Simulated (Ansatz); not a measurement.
Ge:

```
Ge
1.0
    -2.57449    2.57449    1.39741
     2.57449   -2.57449    1.39741
     2.57449    2.57449   -1.39741
Ge
2
Direct
  0.50000 0.50000 0.00000
  0.25000 0.75000 0.50000
```

This isn't the form of Ge at room conditions, which is diamond.

Base run:

| Quantity | Value |
| --- | --- |
| Program | Ansatz 0.2.0 |
| Functional | RPBE |
| Potentials or basis | all-electron LAPW, scalar-relativistic |
| Cutoff | 254 eV (chosen from the basis error) |
| Basis error allowed | 0.001 eV/atom |
| k mesh | 11 × 11 × 11 |
| Occupations | fermi-dirac, width 0.05 eV |
| Spin | no spin polarisation |

Its results: pressure 5.0 GPa.

Problem. The run is repeated on the same cell with these changes: functional from RPBE to LDA; occupations from fermi-dirac, width 0.05 eV to gaussian, width 0.1 eV. What comes out?

Solution. Pressure -2.4 GPa.
